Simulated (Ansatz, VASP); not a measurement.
## Sb: VASP beside Ansatz

Wanted: the spread between two codes on one cell, functional and k mesh. The cell is taken from a series of runs on this material, whose earlier steps may have relaxed, scaled, displaced or heated it; both programs get it as it stands.

Program: Ansatz 0.2.0. Level of theory: plane waves, with VASP 6.6.1 beside it; single point at PBE, spin-orbit coupling. Results are calculated unless marked as measured.

## 1. Set-up

The cell holds 6 atoms: 6 Sb. Its edges and angles: a = 4.079 Å, b = 4.079 Å, c = 49.100 Å, α = 90.0°, β = 90.0°, γ = 120.0°. Vacuum lies along c.

Coordinates:

```xyz
6
Lattice="4.0789 0.0000 0.0000 -2.0394 3.5324 0.0000 0.0000 0.0000 49.1000" Properties=species:S:1:pos:R:3
Sb    0.0000    2.3549   19.7188
Sb    2.0394    1.1775   18.0739
Sb    2.0394    1.1775   25.3729
Sb    0.0000    2.3549   23.7271
Sb    0.0000    2.3549   31.0261
Sb    2.0394    1.1775   29.3812
```

## 2. VASP: single point, PBE, spin-orbit coupling

A single point gives forces, pressure and levels at one fixed geometry, so differences don't come from the geometry; what else differs is listed under the comparison.

Lines of VASP's logs that name or quote its potential files are left out, and so is its time.

The input, INCAR:

```
SYSTEM = Sb
PREC = Accurate
ENCUT = 400
EDIFF = 1E-06
NELM = 200
ISMEAR = -1
SIGMA = 0.02
LREAL = .FALSE.
ALGO = Normal
GGA = PE
LNONCOLLINEAR = .TRUE.
MAGMOM = 0 0 0 0 0 0 0 0 0 0 0 0 0 0 0 0 0 0
NBANDS = 42
GGA_COMPAT = .FALSE.
LASPH = .TRUE.
LSORBIT = .TRUE.
LORBIT = 11
LWAVE = .FALSE.
LCHARG = .FALSE.
ISIF = 2
LDIPOL = .TRUE.
IDIPOL = 3
DIPOL = 0.5 0.5 0.5
LVHAR = .TRUE.
EFERMI = MIDGAP
NELMDL = -8
KPAR = 2
```

The input, POSCAR:

```
Sb
1.0
    4.0788633379      0.0000000000      0.0000000000
   -2.0394316689      3.5323992692      0.0000000000
    0.0000000000      0.0000000000     49.1000000000
Sb
6
Direct
    0.3333333333      0.6666666667      0.4016049254
    0.6666666666      0.3333333334      0.3681037913
    0.6666666666      0.3333333334      0.5167586587
    0.3333333333      0.6666666667      0.4832413413
    0.3333333333      0.6666666667      0.6318962087
    0.6666666666      0.3333333334      0.5983950746
```

The input, KPOINTS:

```
Automatic mesh
0
Gamma
6 6 1
0 0 0
```

PAW data sets: Sb (PBE family, release 64).

The run is started by

```sh
$ mpirun -np 2 vasp_ncl
```

Numbers of over 12 decimals in the logs are rounded to 6 here.

The program printed:

```text
[banner, memory and clock lines left out]
running    2 mpi-ranks, on    1 nodes
 distrk:  each k-point on    1 cores,    2 groups
 distr:  one band on    1 cores,    1 groups

 POSCAR found type information on POSCAR Sb
 POSCAR found :  1 types and       6 ions
 LDA part: xc-table for (Slater+PW92), standard interpolation
 POSCAR, INCAR and KPOINTS ok, starting setup
 FFT: planning ... GRIDC
 FFT: planning ... GRID_SOFT
 FFT: planning ... GRID
 WAVECAR not read
 entering main loop
       N       E                     dE             d eps       ncg     rms          rms(c)
DAV:   1     0.175876834031E+03    0.17588E+03   -0.70013E+03   620   0.768E+02
DAV:   2    -0.255263891465E+01   -0.17843E+03   -0.17135E+03   842   0.152E+02
DAV:   3    -0.239380627401E+02   -0.21385E+02   -0.21157E+02   710   0.570E+01
DAV:   4    -0.246872549696E+02   -0.74919E+00   -0.74693E+00   792   0.130E+01
DAV:   5    -0.247139501925E+02   -0.26695E-01   -0.26680E-01   880   0.279E+00
DAV:   6    -0.247148726884E+02   -0.92250E-03   -0.92195E-03   814   0.490E-01
DAV:   7    -0.247149384916E+02   -0.65803E-04   -0.65793E-04   888   0.119E-01
DAV:   8    -0.247149415559E+02   -0.30643E-05   -0.30634E-05   800   0.205E-02    0.609E+00
DAV:   9    -0.246263333581E+02    0.88608E-01   -0.48986E-02   664   0.979E-01    0.375E+00
DAV:  10    -0.245878711056E+02    0.38462E-01   -0.31096E-02   696   0.814E-01    0.222E+00
DAV:  11    -0.245761798615E+02    0.11691E-01   -0.32299E-02   686   0.838E-01    0.140E-01
DAV:  12    -0.245776183821E+02   -0.14385E-02   -0.34037E-03   688   0.270E-01    0.477E-02
DAV:  13    -0.245777844761E+02   -0.16609E-03   -0.43896E-04   774   0.105E-01    0.223E-02
DAV:  14    -0.245778180634E+02   -0.33587E-04   -0.51877E-05   712   0.325E-02    0.141E-02
[...]
DAV:  18    -0.245780236775E+02   -0.77166E-04   -0.13604E-05   622   0.131E-02    0.163E-03
DAV:  19    -0.245780446600E+02   -0.20982E-04   -0.17717E-06   616   0.494E-03    0.160E-03
DAV:  20    -0.245780591855E+02   -0.14526E-04   -0.52837E-07   550   0.279E-03    0.851E-04
DAV:  21    -0.245780728589E+02   -0.13673E-04   -0.84611E-07   510   0.264E-03    0.561E-04
DAV:  22    -0.245780761552E+02   -0.32963E-05   -0.26335E-08   418   0.836E-04    0.313E-04
DAV:  23    -0.245780868331E+02   -0.10678E-04   -0.21011E-07   454   0.110E-03    0.284E-04
DAV:  24    -0.245780887279E+02   -0.18949E-05   -0.44040E-08   428   0.576E-04    0.161E-04
DAV:  25    -0.245780896595E+02   -0.93159E-06   -0.87062E-09   362   0.347E-04
   1 F= -.24578090E+02 E0= -.24578090E+02  d E =-.186764E-06  mag=    -0.0000    -0.0000    -0.0000
```

OUTCAR, selected parts (step 2):

```text
ion  position               nearest neighbor table
   1  0.333  0.667  0.402-   2 2.87   2 2.87   2 2.87
   2  0.667  0.333  0.368-   1 2.87   1 2.87   1 2.87
   3  0.667  0.333  0.517-   4 2.87   4 2.87   4 2.87
   4  0.333  0.667  0.483-   3 2.87   3 2.87   3 2.87
   5  0.333  0.667  0.632-   6 2.87   6 2.87   6 2.87
   6  0.667  0.333  0.598-   5 2.87   5 2.87   5 2.87

  LATTYP: Found a hexagonal cell.
 ALAT       =     4.0788633379
 C/A-ratio  =    12.0376673432

 Subroutine GETGRP returns: Found 12 space group operations
 (whereof 12 operations were pure point group operations)

The static configuration has the point symmetry D_3d.

 Found      7 irreducible k-points:

   k-points           NKPTS =      7   k-points in BZ     NKDIM =      7   number of bands    NBANDS=     42

   dimension x,y,z NGX =    28 NGY =   28 NGZ =  320
   dimension x,y,z NGXF=    56 NGYF=   56 NGZF=  640

   ENCUT  =  400.0 eV  29.40 Ry    5.42 a.u.   6.65  6.65 80.07*2*pi/ulx,y,z

   NELECT =      30.0000    total number of electrons

 k-points in reciprocal lattice and weights: Automatic mesh
   0.00000000  0.00000000  0.00000000       0.028
   0.16666667 -0.00000000  0.00000000       0.167
   0.33333333 -0.00000000  0.00000000       0.167
   0.50000000 -0.00000000  0.00000000       0.083
   0.16666667  0.16666667  0.00000000       0.167
   0.33333333  0.16666667  0.00000000       0.333
   0.33333333  0.33333333  0.00000000       0.056

 dipolmoment           0.000000      0.000000     -0.000000 electrons x Angstroem

 average (electrostatic) potential at core
       1 -94.1285       2 -94.1214       3 -94.1352       4 -94.1352       5 -94.1214
       6 -94.1285

 E-fermi :  -1.2906

 k-point     1 :       0.0000    0.0000    0.0000
  band No.  band energies     occupation
    ...
     26      -1.5846      1.00000
     27      -1.5520      1.00000
     28      -1.5520      1.00000
     29      -1.5483      1.00000
     30      -1.5483      1.00000
     31      -0.4513      0.00000
     32      -0.4513      0.00000
     33      -0.1183      0.00000
     34      -0.1183      0.00000
     35       0.0348      0.00000
    ...

 k-point     2 :       0.1667   -0.0000    0.0000
  band No.  band energies     occupation
    ...
     26      -2.3415      1.00000
     27      -2.2181      1.00000
     28      -2.2181      1.00000
     29      -1.6121      1.00000
     30      -1.6121      1.00000
     31      -0.2853      0.00000
     32      -0.2853      0.00000
     33      -0.0906      0.00000
     34      -0.0906      0.00000
     35       0.1037      0.00000
    ...

 k-point     3 :       0.3333   -0.0000    0.0000
  band No.  band energies     occupation
    ...
     26      -3.0022      1.00000
     27      -2.6910      1.00000
     28      -2.6910      1.00000
     29      -2.2952      1.00000
     30      -2.2952      1.00000
     31      -1.0134      0.00000
     32      -1.0134      0.00000
     33      -0.6061      0.00000
     34      -0.6061      0.00000
     35      -0.1757      0.00000
    ...

  Total        2.1658512      2.1658512      1.8012831      0.0000000      0.0000000     -0.0000000
  in kB        4.9051102      4.9051102      4.0794547      0.0000000      0.0000000     -0.0000000
  external PRESSURE =       4.6298917 kB  Pullay stress =       0.0000000 kB

  energy-cutoff  :      400.00
  volume of cell :      707.44
      direct lattice vectors                 reciprocal lattice vectors
     4.078863338  0.000000000  0.000000000     0.245166341  0.141546853  0.000000000
    -2.039431669  3.532399269  0.000000000     0.000000000  0.283093706  0.000000000
     0.000000000  0.000000000 49.100000000     0.000000000  0.000000000  0.020366599

 POSITION                                       TOTAL-FORCE (eV/Angst)
 -----------------------------------------------------------------------------------
     -0.00000      2.35493     19.71880         0.000000     -0.000000      0.050992
      2.03943      1.17747     18.07390         0.000000      0.000000     -0.167934
      2.03943      1.17747     25.37285         0.000000     -0.000000      0.087024
     -0.00000      2.35493     23.72715        -0.000000      0.000000     -0.087024
     -0.00000      2.35493     31.02610        -0.000000     -0.000000      0.167934
      2.03943      1.17747     29.38120        -0.000000      0.000000     -0.050992
 -----------------------------------------------------------------------------------
    total drift:                                0.000000     -0.000000      0.000000

  FREE ENERGIE OF THE ION-ELECTRON SYSTEM (eV)
  ---------------------------------------------------
  free  energy   TOTEN  =       -24.5780896595 eV

  energy  without entropy=      -24.5780894727  energy(sigma->0) =      -24.57808957

 vacuum level on the upper side and lower side of the slab         2.932         2.932

 Spin-Orbit-Coupling matrix elements
 Ion:    1  E_soc:     -0.1299351
 Ion:    2  E_soc:     -0.1314627
 Ion:    3  E_soc:     -0.1314133
 Ion:    4  E_soc:     -0.1314133
 Ion:    5  E_soc:     -0.1314627
 Ion:    6  E_soc:     -0.1299351

 total charge
# of ion       s       p       d       tot
------------------------------------------
    1        1.214   1.173   0.028   2.414
    2        1.210   1.174   0.027   2.412
    3        1.214   1.172   0.028   2.414
    4        1.214   1.172   0.028   2.414
    5        1.210   1.174   0.027   2.412
    6        1.214   1.173   0.028   2.414
--------------------------------------------------
tot          7.276   7.039   0.166  14.480

 magnetization (x)
# of ion       s       p       d       tot
------------------------------------------
    1       -0.000   0.000   0.000  -0.000
    2       -0.000   0.000  -0.000  -0.000
    3        0.000   0.000   0.000   0.000
    4        0.000  -0.000   0.000  -0.000
    5       -0.000  -0.000  -0.000  -0.000
    6       -0.000   0.000   0.000  -0.000
--------------------------------------------------
tot         -0.000  -0.000  -0.000  -0.000

 magnetization (y)
# of ion       s       p       d       tot
------------------------------------------
    1        0.000   0.000  -0.000   0.000
    2        0.000  -0.000   0.000  -0.000
    3       -0.000   0.000   0.000  -0.000
    4       -0.000  -0.000   0.000  -0.000
    5       -0.000   0.000   0.000   0.000
    6        0.000   0.000   0.000   0.000
--------------------------------------------------
tot         -0.000   0.000   0.000   0.000

 magnetization (z)
# of ion       s       p       d       tot
------------------------------------------
    1        0.000   0.000   0.000   0.000
    2        0.000   0.000   0.000   0.000
    3        0.000   0.000   0.000   0.000
    4        0.000   0.000   0.000   0.000
    5        0.000   0.000   0.000   0.000
    6        0.000   0.000   0.000   0.000
--------------------------------------------------
tot          0.000   0.000   0.000   0.000

[... 3 further parts left out ...]
```

## 3. Ansatz: single point, PBE, spin-orbit coupling

Ansatz runs on its PAW fully relativistic soft_1 files.

The same cell, functional, mesh and smearing now go to Ansatz, which takes its cutoff from its data sets.

The input, input.yaml:

```yaml
crystal:
  lattice:
    - [4.0788633379, 0.0, 0.0]
    - [-2.0394316689, 3.5323992692, 0.0]
    - [0.0, 0.0, 49.1]
  atoms:
    - { symbol: Sb, position: [0.3333333333, 0.6666666667, 0.4016049254] }
    - { symbol: Sb, position: [0.6666666667, 0.3333333333, 0.3681037913] }
    - { symbol: Sb, position: [0.6666666667, 0.3333333333, 0.5167586587] }
    - { symbol: Sb, position: [0.3333333333, 0.6666666667, 0.4832413413] }
    - { symbol: Sb, position: [0.3333333333, 0.6666666667, 0.6318962087] }
    - { symbol: Sb, position: [0.6666666667, 0.3333333333, 0.5983950746] }
  periodic: [true, true, false]
kpoints:
  mp_grid: { grid: [6, 6, 1] }
  band_path:
    path:
      - [0.0, 0.0, 0.0]
      - [0.5, 0.0, 0.0]
      - [0.3333333333, 0.3333333333, 0.0]
      - [0.0666666667, 0.0666666667, 0.0]
      - [0.0, 0.3333333333, 0.0]
      - [0.25, 0.0, 0.0]
    npoints: 1
hamiltonian:
  xc: pbe
  pseudopotentials: { kind: paw_fr, azcp: { folder: soft_1 } }
scf:
  occupations: { method: fermi_dirac, width: 0.02 }
  n_extra_bands: 12
magnetization:
  noncollinear: true
  spin_orbit: true
output:
  eigenvalues: true
  write_density: true
  write_potential: true
  elf: true
  volumetric_format: npy
```

The run is started by

```sh
$ ansatz run input.yaml --threads 4 --pin off --max-ram 17510MiB --backend cpu --events-out ev --progress --plain --runs-dir out
```

The program printed:

```text
scf.n_extra_bands = 12 over 90 filled bands (N_el = 90.0): the run solves 102 bands
Engine: ansatz 0.2.0, aarch64-unknown-linux-gnu
Pseudopotentials: kind: paw_fr
Pseudopotential: Sb, paw, valence charge 15, recommended cutoff 420 eV (normal), soft_1/Sb.paw.azcp
Functional definition: PBE
  parameter kappa = 0.804
  parameter beta = 0.066725
  exchange = pbe_x(kappa = kappa, mu = beta*pi^2/3)
  correlation = pbe_c(beta = beta)
non-collinear run that drives no moment, with spin-orbit: no starting moment large enough to seed its density (crystal.atoms[].spin), no starting occupations that ask for one, no magnetisation constraint and no magnetic field, so the semilocal B_xc is pinned to zero
Crystal: 6 atoms, lattice volume = 707.441 Å³
Basis set: ecut = 420 eV, 13773 PW (Γ)
Bands: 102, of which v1, the nominal top of the filled ones, is band 90 counted from 1 (89 counted from 0)
Symmetry: 12 space group operations + 12 with time reversal
Magnetic group: BNS 164.86 (UNI 1316), of the structure as read, at distance tolerance 8.9e-5 Å
k-points: 7 of 36
Projection manifold: j_resolved (fully-relativistic pseudo-atomic orbitals)
Non-local potential: Sb, projectors of the file, resolved by j, l = 0: 2, l = 1: 4, l = 2: 4, l = 3: 2
PAW form: soft (Blöchl's): semilocal exchange-correlation on the pseudo side does not see the compensation charge
PAW one-centre angular grid: Sb, 590 points (default); XC on 96 Gauss nodes
Initial density: superposition of atomic densities (neutral atoms: chi_scale 0, normalization atom)
Initial wavefunctions: pseudopotential atomic-orbital guess
Functional: x = pbe(κ = 0.804, μ = 0.219515), c = pbe(β = 0.066725)
iter 1 solved again at ethr=7.96e-4 eV; its pass at ethr=3.10e-3 eV (dr2=7.17e-1 eV) is discarded
SCF iter   1: F=—  HF=-38921.412202 eV  |F-HF|=—  |Δ(HF+E_count)|=         —  Δρ=9.76e-3  dr2=7.23e-1  dr2_m=0.00e0 (ungated)  ethr=7.96e-4  |M|=0.00e0 ∫|m|=0.00e0 μB  |m|>n=0.0e0 m-floor=0.0e0 τ_xc=0.0e0  β_m=0.30  ⟨swp⟩=2.0  Hψ=2541  notcnv=0
preconditioner: auto → Resta (q_TF=auto, 1.935 Å⁻¹)  ε∞=2.2  [insulator: Δε(μ)=0.572 eV  Ē_g=6.934 eV  σ=0.020 eV  W_gap=1.00  n_scr=96 (ndim 8)  ℏωp=7.6 eV  f_vac=0.651  D(μ)=0.00/eV (n_scr^D=0)  ε∞_Penn≈2.2  vacuum switching on, ρ_ref=3.5e-3 e/Å³]
spin=Noncollinear: Resta preconditioning applied to the charge; magnetization (m_x, m_y, m_z) channels mix plain (no charge-response kernel on spin).
SCF iter   2: F=—  HF=-38921.364175 eV  |F-HF|=—  |Δ(HF+E_count)|=   4.80e-2  Δρ=7.15e-3  dr2=3.88e-1  dr2_m=0.00e0 (ungated)  ethr=7.96e-4  |M|=0.00e0 ∫|m|=0.00e0 μB  |m|>n=0.0e0 m-floor=0.0e0 τ_xc=0.0e0  β_m=0.65  ⟨swp⟩=2.0  Hψ=425  notcnv=0
SCF iter   3: F=—  HF=-38921.322512 eV  |F-HF|=—  |Δ(HF+E_count)|=   4.17e-2  Δρ=6.77e-4  dr2=6.53e-3  dr2_m=0.00e0 (ungated)  ethr=4.31e-4  |M|=0.00e0 ∫|m|=0.00e0 μB  |m|>n=0.0e0 m-floor=0.0e0 τ_xc=0.0e0  β_m=0.82  ⟨swp⟩=3.7  Hψ=558  notcnv=0
SCF iter   4: F=—  HF=-38921.326088 eV  |F-HF|=—  |Δ(HF+E_count)|=   3.58e-3  Δρ=5.56e-4  dr2=2.11e-2  dr2_m=0.00e0 (ungated)  ethr=7.26e-6  |M|=0.00e0 ∫|m|=0.00e0 μB  |m|>n=0.0e0 m-floor=0.0e0 τ_xc=0.0e0  β_m=0.82  ⟨swp⟩=4.0  Hψ=814  notcnv=0
SCF iter   5: F=—  HF=-38921.324534 eV  |F-HF|=—  |Δ(HF+E_count)|=   1.55e-3  Δρ=1.98e-4  dr2=1.41e-3  dr2_m=0.00e0 (ungated)  ethr=7.26e-6  |M|=0.00e0 ∫|m|=0.00e0 μB  |m|>n=0.0e0 m-floor=0.0e0 τ_xc=0.0e0  β_m=0.82  ⟨swp⟩=3.4  Hψ=595  notcnv=0  defer=6
SCF iter   6: F=—  HF=-38921.324494 eV  |F-HF|=—  |Δ(HF+E_count)|=   3.97e-5  Δρ=7.02e-5  dr2=6.12e-5  dr2_m=0.00e0 (ungated)  ethr=1.57e-6  |M|=0.00e0 ∫|m|=0.00e0 μB  |m|>n=0.0e0 m-floor=0.0e0 τ_xc=0.0e0  β_m=0.75  ⟨swp⟩=3.6  Hψ=702  notcnv=0  defer=6
SCF iter   7: F=—  HF=-38921.324530 eV  |F-HF|=—  |Δ(HF+E_count)|=   3.57e-5  Δρ=2.05e-5  dr2=3.85e-6  dr2_m=0.00e0 (ungated)  ethr=6.80e-8  |M|=0.00e0 ∫|m|=0.00e0 μB  |m|>n=0.0e0 m-floor=0.0e0 τ_xc=0.0e0  β_m=0.87  ⟨swp⟩=3.3  Hψ=779  notcnv=0  defer=6
SCF iter   8: F=—  HF=-38921.324536 eV  |F-HF|=—  |Δ(HF+E_count)|=   6.26e-6  Δρ=3.58e-6  dr2=1.85e-7  dr2_m=0.00e0 (ungated)  ethr=4.28e-9  |M|=0.00e0 ∫|m|=0.00e0 μB  |m|>n=0.0e0 m-floor=0.0e0 τ_xc=0.0e0  β_m=0.89  ⟨swp⟩=3.3  Hψ=760  notcnv=0  defer=6
SCF iter   9: F=-38921.324537 eV  HF=-38921.324537 eV  |F-HF|=9.39e-9  |Δ(HF+E_count)|=   3.45e-7  Δρ=1.10e-6  dr2=1.20e-8  dr2_m=0.00e0 (ungated)  ethr=1.11e-10  |M|=0.00e0 ∫|m|=0.00e0 μB  |m|>n=0.0e0 m-floor=0.0e0 τ_xc=0.0e0  ⟨swp⟩=8.0  Hψ=1455  notcnv=0
SCF 1 converged in 9 iterations: F = -38921.324537 eV  dr2 = 1.20e-8
  greatest PAW one-centre occupation: 0.995 electrons in one spin orbital (limit 2), on the Sb atom at site 1 (counted from 0), in its partial waves of l = 2
NSCF: frozen V_eff on 6 k-points
WARN: The output density's exchange-correlation potential varies sharply where the density is thin. Do not read a vacuum level from v_tot or v_xc, or from such a field of the output density. On a cell that repeats whose density bears no net charge and no dipole along the vacuum's axis use v_es (v_loc + v_h of the components); under efield.dipole_correction with no amplitude use v_es + v_field, which holds any externa [...]
SCF converged after 9 iterations
Magnetization: |M| = 0.0000 μB,  M = (+0.0000, +0.0000, +0.0000) μB
Absolute magnetization: 0.0000 μB (∫|m|)
  site 0: m = (+0.0000, +0.0000, +0.0000) μB, |m| = 0.0000 μB  (R = 1.18 Å)
  site 1: m = (+0.0000, +0.0000, +0.0000) μB, |m| = 0.0000 μB  (R = 1.18 Å)
  site 2: m = (+0.0000, +0.0000, +0.0000) μB, |m| = 0.0000 μB  (R = 1.19 Å)
  site 3: m = (+0.0000, +0.0000, +0.0000) μB, |m| = 0.0000 μB  (R = 1.19 Å)
  site 4: m = (+0.0000, +0.0000, +0.0000) μB, |m| = 0.0000 μB  (R = 1.18 Å)
  site 5: m = (+0.0000, +0.0000, +0.0000) μB, |m| = 0.0000 μB  (R = 1.18 Å)
Free energy (F): -38921.324537 eV
Harris-Foulkes:  -38921.324537 eV  (|F-HF|=9.39e-9)
Internal energy: -38921.324537 eV  (E = F + TS)
E sigma→0 (E₀):  -38921.324537 eV
Entropy (-TS):   -0.000000 eV (-0.000 meV/atom)
Fermi energy:    -4.193441 eV
--- Per-component energies (eV) ---
  E_band       = -2271.683837
  E_kinetic    = 974.256948
  E_local      = -359873.130794  (includes V_loc(G=0)·N_el)
  E_nonlocal   = 2342.481964
  E_hartree    = 178485.666278
  E_xc         = -590.508289
  E_vxc        = -540.653617  (∫ρ·V_xc dr)
  E_paw        = -27279.569603  (= ΣΔE_a)
  E_vpaw       = -2145.965576  (= ΣTr[D̂ρ^β])
  E_aug_tail   = 0.000829  (compensation charges beyond the density's cutoff)
  E_ewald      = 167019.478131
  E_smearing   = -0.000000  (= −TS)
  E_closure    = -0.000000  (closes the sum)
  Σ components = -38921.324537   (vs F -38921.324537, Δ=0.00e0)
--- Band table (eV; the first three rows and the last of 7) ---
  k-point 0: bands = [... 86 lower, -4.4706, -4.4706, -4.4416, -4.4416, -3.3221, -3.3221, -2.9934, -2.9934, ... 8 higher]
  k-point 1: bands = [... 86 lower, -5.1291, -5.1291, -4.5510, -4.5510, -3.1920, -3.1920, -2.9956, -2.9956, ... 8 higher]
  k-point 2: bands = [... 86 lower, -5.6212, -5.6212, -5.2316, -5.2316, -3.9170, -3.9170, -3.5071, -3.5071, ... 8 higher]
  k-point 6: bands = [... 86 lower, -6.4144, -6.4144, -6.2165, -6.2165, -3.7343, -3.7343, -3.4075, -3.4075, ... 8 higher]
```

Reading the cycles: dr2 is the Hartree energy of the density residual (eV), the measure of convergence; HF is the Harris–Foulkes estimate of the energy, which meets the free energy F at convergence.

## 4. Differences

Known differences besides the potentials themselves: spin-orbit coupling enters by fully relativistic files in Ansatz and inside the spheres in VASP; Ansatz cuts the interaction across the vacuum, VASP repeats the sheet with a dipole correction; the data sets hold 90 valence electrons in Ansatz (on its PAW fully relativistic soft_1 files) and 30 in VASP; the cutoff is 420 eV in Ansatz and 400 eV in VASP. Total energies have different zeros and are not compared.

Both answers:

```tsv
quantity	Ansatz	VASP	difference
gap on the k mesh (eV)	0.525	0.535	-0.010
```

A gap on the mesh is an upper bound, since the band edges may lie between its points. With vacuum in the cell, a pressure given here is an average over mostly empty space and none of the material.

## 5. Summary of results

```
difference in gap on the k mesh (single point, PBE, spin-orbit coupling) : -0.010 eV
```

In words: The difference in gap on the k mesh is -0.010 eV (single point, PBE, spin-orbit coupling), within the 0.08 eV picked in this series as the mark of a large difference. The data sets hold unlike numbers of valence electrons (90 in Ansatz and 30 in VASP), so part of the differences comes from the potentials. How closely two codes agree says nothing of how well the functional describes the real material.

[Lines on the potential files, build, host, timing and source positions are cut from VASP's logs without a mark.]

[Logs are printed without paths, hosts, clocks, repeated set-up lines and the standing remarks that a program may print on its own settings, such as how far it seeks lower states.]

[Hosts, paths, dates, database ids (printed as entryN), source tags and the programs' standing remarks are cut or masked in the printed files.]
